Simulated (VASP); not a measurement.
# MgO (Fm-3m) in VASP: settings compared

One crystal, MgO, is run at these levels: PBEsol, RPBE, rev-vdW-DF2; tasks: band structure.

Program: VASP 6.6.1. These are calculated values, not measurements. Logs are shortened: lines on timing, memory, paths and dates and some standing lists are left out, and cuts for length are marked.

**Measured values to compare with.**

“Electronic structure of alkaline earth and post-transition metal oxides”, 2009, arxiv:0908.1581 quotes, for a bulk crystal of MgO: band gap 7.83 eV.

The runs below are set against these values where they give the same quantity.

## Step 1: The structure

It takes space group Fm-3m (No. 225, cubic). Conventional cell: a = 4.208 Å, b = 4.208 Å, c = 4.208 Å, α = 90.00°, β = 90.00°, γ = 90.00°. Around Mg (site symmetry m-3m) lie 6 O at 2.10 Å. Around O (site symmetry m-3m) lie 6 Mg at 2.10 Å.

## Step 2: Band structure, PBEsol

Input file INCAR:

```
SYSTEM = MgO
PREC = Accurate
ENCUT = 520
EDIFF = 1E-6
ISMEAR = 0
SIGMA = 0.03
LREAL = .FALSE.
LASPH = .TRUE.
NELM = 80
ALGO = Fast
ISIF = 2
LWAVE = .FALSE.
LCHARG = .FALSE.
GGA = PS
NBANDS = 11
ICORELEVEL = 1
```

Input file KPOINTS:

```
Automatic mesh
0
G
  12 12 12
  0 0 0
```

Input file POSCAR:

```
MgO                                     
1.0
    0.0000000000      2.1039232588      2.1039232588
    2.1039232588      0.0000000000      2.1039232588
    2.1039232588      2.1039232588      0.0000000000
  Mg              O             
     1     1
Direct
     0.0000000000000000    0.0000000000000000    0.0000000000000000
     0.5000000000000000    0.5000000000000000    0.5000000000000000
```

Input file KPOINTS_OPT:

```
explicit points
159
Reciprocal
 0.0000000000  0.0000000000  0.0000000000 1
 0.0357142857  0.0000000000  0.0357142857 1
 0.0714285714  0.0000000000  0.0714285714 1
 0.1071428571  0.0000000000  0.1071428571 1
 0.1428571429  0.0000000000  0.1428571429 1
 0.1785714286  0.0000000000  0.1785714286 1
[... 151 lines left out ...]
 0.4250000000  0.0000000000  0.4250000000 1
 0.4500000000  0.0000000000  0.4500000000 1
```

Potentials or basis: VASP PAW PBE potentials, release 64 (Mg, O).

Started as:

```console
$ cat potpaw_PBE.64/Mg/POTCAR potpaw_PBE.64/O/POTCAR > POTCAR
$ mpirun -np 1 vasp_std > vasp.out
```

OUTCAR:

```text
SYSTEM = MgO
   PREC = Accurate
   ENCUT = 520
   EDIFF = 1E-6
   ISMEAR = 0
   LREAL = .FALSE.
   LASPH = .TRUE.
   NELM = 80
   ISIF = 2
   GGA = PS

 ion  position               nearest neighbor table
   1  0.000  0.000  0.000-   2 2.10   2 2.10   2 2.10   2 2.10   2 2.10   2 2.10
   2  0.500  0.500  0.500-   1 2.10   1 2.10   1 2.10   1 2.10   1 2.10   1 2.10

  LATTYP: Found a face centered cubic cell.
 ALAT       =     4.2078465176

  Lattice vectors:

 A1 = (   0.0000000000,   2.1039232588,   2.1039232588)
 A2 = (   2.1039232588,   0.0000000000,   2.1039232588)
 A3 = (   2.1039232588,   2.1039232588,   0.0000000000)

Analysis of symmetry for initial positions (statically):
=====================================================================
 Subroutine PRICEL returns:
 Original cell was already a primitive cell.

 Routine SETGRP: Setting up the symmetry group for a
 face centered cubic supercell.

 Subroutine GETGRP returns: Found 48 space group operations
 (whereof 48 operations were pure point group operations)
 out of a pool of 48 trial point group operations.

The static configuration has the point symmetry O_h .

Analysis of symmetry for dynamics (positions and initial velocities):
=====================================================================
 Subroutine PRICEL returns:
 Original cell was already a primitive cell.

 Routine SETGRP: Setting up the symmetry group for a
 face centered cubic supercell.

 Subroutine GETGRP returns: Found 48 space group operations
 (whereof 48 operations were pure point group operations)
 out of a pool of 48 trial point group operations.

The dynamic configuration has the point symmetry O_h .

 Subroutine INISYM returns: Found 48 space group operations
 (whereof 48 operations are pure point group operations),
 and found     1 'primitive' translations

----------------------------------------------------------------------------------------

                                     Primitive cell

  volume of cell :      18.6260

  direct lattice vectors                    reciprocal lattice vectors
     0.000000000  2.103923259  2.103923259    -0.237651254  0.237651254  0.237651254
     2.103923259  0.000000000  2.103923259     0.237651254 -0.237651254  0.237651254
     2.103923259  2.103923259  0.000000000     0.237651254  0.237651254 -0.237651254

  length of vectors
     2.975396807  2.975396807  2.975396807     0.411624046  0.411624046  0.411624046

  position of ions in fractional coordinates (direct lattice)
     0.000000000  0.000000000  0.000000000
     0.500000000  0.500000000  0.500000000

  ion indices of the primitive-cell ions
   primitive index   ion index
                 1           1
                 2           2

----------------------------------------------------------------------------------------

 KPOINTS: Automatic mesh

Automatic generation of k-mesh.
 Grid dimensions read from file:
 generate k-points for:   12   12   12

 Generating k-lattice:

  Cartesian coordinates                     Fractional coordinates (reciprocal lattice)
    -0.019804271  0.019804271  0.019804271     0.083333333  0.000000000  0.000000000
     0.019804271 -0.019804271  0.019804271     0.000000000  0.083333333  0.000000000
     0.019804271  0.019804271 -0.019804271     0.000000000  0.000000000  0.083333333

  Length of vectors
     0.034302004  0.034302004  0.034302004

  Shift w.r.t. Gamma in fractional coordinates (k-lattice)
     0.000000000  0.000000000  0.000000000

 Subroutine IBZKPT returns following result:
 ===========================================

 Found     72 irreducible k-points:

 Following reciprocal coordinates:
            Coordinates               Weight
  0.000000  0.000000  0.000000      1.000000
  0.083333  0.000000  0.000000      8.000000
  0.166667  0.000000  0.000000      8.000000
  0.250000  0.000000  0.000000      8.000000
  0.333333  0.000000  0.000000      8.000000
  0.416667  0.000000  0.000000      8.000000
[... 16 lines left out ...]
  0.500000  0.166667  0.000000     24.000000
 -0.416667  0.166667  0.000000     24.000000
 [... further k-points ...]
   k-points           NKPTS =     72   k-points in BZ     NKDIM =     72   number of bands    NBANDS=     11
   number of dos      NEDOS =    301   number of ions     NIONS =      2
   total plane-waves  NPLWV =  13824
   dimension x,y,z NGX =    24 NGY =   24 NGZ =   24
   dimension x,y,z NGXF=    48 NGYF=   48 NGZF=   48
   ions per type =               1   1
   NGX,Y,Z   is equivalent  to a cutoff of  13.41, 13.41, 13.41 a.u.
   NGXF,Y,Z  is equivalent  to a cutoff of  26.82, 26.82, 26.82 a.u.
 SYSTEM =  MgO
   PREC   = accura    normal or accurate (medium, high low for compatibility)
   ISTART =      0    job   : 0-new  1-cont  2-samecut
   ICHARG =      2    charge: 1-file 2-atom 10-const
   ISPIN  =      1    spin polarized calculation?
   LNONCOLLINEAR =      F non collinear calculations
   LSORBIT =      F    spin-orbit coupling
   LASPH  =      T    aspherical Exc in radial PAW
   ENCUT  =  520.0 eV  38.22 Ry    6.18 a.u.   5.53  5.53  5.53*2*pi/ulx,y,z
   NELM   =     80;   NELMIN=  2; NELMDL= -5     # of ELM steps
   EDIFF  = 0.1E-05   stopping-criterion for ELM
   LREAL  =      F    real-space projection
   EDIFFG = 0.1E-04   stopping-criterion for IOM
   NSW    =      0    number of steps for IOM
   IBRION =     -1    ionic relax: 0-MD 1-quasi-New 2-CG
   NFREE  =      0    steps in history (QN), initial steepest desc. (CG)
   ISIF   =      2    stress and relaxation
   ISYM   =      2    0-nonsym 1-usesym 2-fastsym
   POTIM  = 0.5000    time-step for ionic-motion
   TEBEG  =    0.0;   TEEND  =   0.0 temperature during run
   PSTRESS=    0.0 pullay stress
   NELECT =       8.0000    total number of electrons
   NUPDOWN=      -1.0000    fix difference up-down
   EMIN   =  10.00;   EMAX   =-10.00  energy-range for DOS
   EFERMI =   0.00;   METHOD = LEGACY
   ISMEAR =     0;   SIGMA  =   0.03  broadening in eV -4-tet -1-fermi 0-gaus
   EFERMI_NEDOS =   21; number of points for ismear=-14 and -15
   IALGO  =     68    algorithm
   IMIX   =      4    mixing-type and parameters
     AMIX     =   0.40;   BMIX     =  1.00
     AMIX_MAG =   1.60;   BMIX_MAG =  1.00
  volume/ion in A,a.u.               =       9.31        62.85
  Fermi-wavevector in a.u.,A,eV,Ry     =   1.235184  2.334159 20.758125  1.525679
  Thomas-Fermi vector in A             =   2.369844
   LORBIT       =      0    0 simple, 1 ext, 2 COOP (PROOUT), +10 PAW based schemes
   GGA     = PS    functional components
   LHFCALC =     F    Hartree Fock is set to
   AEXX    =    0.0000 exact exchange contribution
   IVDW    =     0    specifies the selected vdW correction
   LEPSILON=     F    determine dielectric tensor
   LRPA    =     F    only Hartree local field effects (RPA)
 non-spin polarized calculation
 RMM-DIIS sequential band-by-band and
 Gauss-broadening in eV      SIGMA  =   0.03
  energy-cutoff  :      520.00
  volume of cell :       18.63
 maximum number of plane-waves:       531
 NGX is ok and might be reduce to    24
   NGX = 11   NGY = 11   NGZ = 11

 number of electron       8.0000005 magnetization

 Free energy of the ion-electron system (eV)
  ---------------------------------------------------
  ext. energy  EPLUGINS =         0.00000000
  ---------------------------------------------------
  free energy    TOTEN  =       -12.51241910 eV

  energy without entropy =      -12.51241910  energy(sigma->0) =      -12.51241910

 the core state eigenenergies are
   1-  1s  -1248.5926  2s    -69.0668  2p    -35.8212
   2-  1s   -500.4261

 E-fermi :   3.3149     XC(G=0): -11.3249

 val. band max:        3.0899255791   @ k =   0.0000   0.0000   0.0000
 cond. band min:       7.7532375575   @ k =   0.0000   0.0000   0.0000
 fundamental gap:      4.6633119784
 Fermi energy:         3.3148959499

 k-point     1 :       0.0000    0.0000    0.0000
  band No.  band energies     occupation
      1     -14.1316      2.00000
      2       3.0899      2.00000
      3       3.0899      2.00000
      4       3.0899      2.00000
      5       7.7532      0.00000
      6      18.7384      0.00000
      7      18.7384      0.00000
      8      18.7384      0.00000
      9      22.5889      0.00000
     10      24.4761      0.00000
     11      24.4761      0.00000

 k-point     2 :       0.0833    0.0000    0.0000
  band No.  band energies     occupation
      1     -14.0560      2.00000
      2       2.6097      2.00000
      3       3.0414      2.00000
      4       3.0414      2.00000
      5       8.2134      0.00000
      6      17.7681      0.00000
      7      18.9106      0.00000
      8      18.9106      0.00000
      9      23.8822      0.00000
     10      23.9227      0.00000
     11      23.9227      0.00000

 k-point     3 :       0.1667    0.0000    0.0000
  band No.  band energies     occupation
      1     -13.8414      2.00000
      2       1.5548      2.00000
      3       2.9119      2.00000
      4       2.9119      2.00000
      5       9.1813      0.00000
      6      16.3972      0.00000
      7      19.3192      0.00000
      8      19.3192      0.00000
      9      23.1996      0.00000
     10      23.1996      0.00000
     11      25.2573      0.00000
[... 225 lines left out ...]
 k-point    20 :       0.2500    0.1667    0.0000
  band No.  band energies     occupation
      1     -13.5262      2.00000
      2       0.7623      2.00000
      3       2.4952      2.00000
      4       2.5186      2.00000
      5      10.4967      0.00000
      6      14.8325      0.00000
      7      19.2418      0.00000
      8      19.9962      0.00000
      9      20.5036      0.00000
     10      25.4870      0.00000
     11      28.1678      0.00000

 k-point    21 :       0.3333    0.1667    0.0000
  band No.  band energies     occupation
      1     -13.2328      2.00000
      2      -0.0446      2.00000
      3       2.2060      2.00000
      4       2.3602      2.00000
      5      11.3193      0.00000
      6      14.4671      0.00000
      7      18.3002      0.00000

------------------------ aborting loop because EDIFF is reached ----------------------------------------

  FORCE on cell =-STRESS in cart. coord.  units (eV):
  Direction    XX          YY          ZZ          XY          YZ          ZX
  --------------------------------------------------------------------------------------
  -------------------------------------------------------------------------------------
  Total        0.0247566      0.0247566      0.0247566     -0.0000000      0.0000000      0.0000000
  in kB        2.1295240      2.1295240      2.1295240     -0.0000000      0.0000000      0.0000000
  external PRESSURE =       2.1295240 kB  Pullay stress =       0.0000000 kB

 VOLUME and BASIS-vectors are now :
 -----------------------------------------------------------------------------
  energy-cutoff  :      520.00
  volume of cell :       18.63
      direct lattice vectors                 reciprocal lattice vectors
     0.000000000  2.103923259  2.103923259    -0.237651254  0.237651254  0.237651254
     2.103923259  0.000000000  2.103923259     0.237651254 -0.237651254  0.237651254
     2.103923259  2.103923259  0.000000000     0.237651254  0.237651254 -0.237651254

 POSITION                                       TOTAL-FORCE (eV/Angst)
 -----------------------------------------------------------------------------------
      0.00000      0.00000      0.00000        -0.000000     -0.000000      0.000000
      2.10392      2.10392      2.10392         0.000000      0.000000     -0.000000
 -----------------------------------------------------------------------------------
    total drift:                               -0.000000     -0.000000      0.000000

  FREE ENERGIE OF THE ION-ELECTRON SYSTEM (eV)
  ---------------------------------------------------
  free  energy   TOTEN  =       -12.5124190957 eV

  energy  without entropy=      -12.5124190957  energy(sigma->0) =      -12.51241910
```

It took 23 s on 1 thread of Intel Xeon Platinum 8259CL at 2.50GHz (Skylake/Cascade Lake), shared host; peak memory 0.16 GiB.

What came out:

| Property | Result |
| --- | --- |
| Free energy | -12.5124 eV |
| Pressure | 0.2 GPa |
| Band gap on the k mesh | 4.66 eV, direct |
| Band gap along the path | 4.66 eV, direct |

Levels at the corners of the path, in eV from the valence-band top:
```csv
point,band 1,band 2,band 3,band 4,band 5,band 6,band 7,band 8,band 9
Γ,-17.22,0.00,0.00,0.00,4.66,15.65,15.65,15.65,19.50
X,-15.63,-4.16,-1.37,-1.37,8.92,9.91,13.00,18.89,18.89
X,-15.63,-4.16,-1.37,-1.37,8.92,9.91,13.00,18.89,18.89
W,-15.58,-3.01,-3.01,-1.80,11.52,11.52,12.12,15.43,21.84
W,-15.58,-3.01,-3.01,-1.80,11.52,11.52,12.12,15.43,21.84
K,-15.62,-3.56,-2.76,-1.16,9.94,11.72,12.42,18.04,18.19
K,-15.62,-3.56,-2.76,-1.16,9.94,11.72,12.42,18.04,18.19
Γ,-17.22,0.00,0.00,0.00,4.66,15.65,15.65,15.65,19.50
Γ,-17.22,0.00,0.00,0.00,4.66,15.65,15.65,15.65,19.50
L,-15.90,-4.69,-0.67,-0.67,7.76,12.54,16.21,16.21,20.81
L,-15.90,-4.69,-0.67,-0.67,7.76,12.54,16.21,16.21,20.81
U,-15.62,-3.56,-2.76,-1.16,9.94,11.72,12.42,18.04,18.19
U,-15.62,-3.56,-2.76,-1.16,9.94,11.72,12.42,18.04,18.19
W,-15.58,-3.01,-3.01,-1.80,11.52,11.52,12.12,15.43,21.84
W,-15.58,-3.01,-3.01,-1.80,11.52,11.52,12.12,15.43,21.84
L,-15.90,-4.69,-0.67,-0.67,7.76,12.54,16.21,16.21,20.81
L,-15.90,-4.69,-0.67,-0.67,7.76,12.54,16.21,16.21,20.81
K,-15.62,-3.56,-2.76,-1.16,9.94,11.72,12.42,18.04,18.19
U,-15.62,-3.56,-2.76,-1.16,9.94,11.72,12.42,18.04,18.19
X,-15.63,-4.16,-1.37,-1.37,8.92,9.91,13.00,18.89,18.89
```

Core levels (eV, on the scale of the bands):
```csv
atom,levels
1 Mg,"1s -1248.6, 2s -69.1, 2p -35.8"
2 O,1s -500.4
```

Caveat: the PAW data sets were made with another functional, which shifts forces and pressure a little.

(Continued in part 2 of 2.)
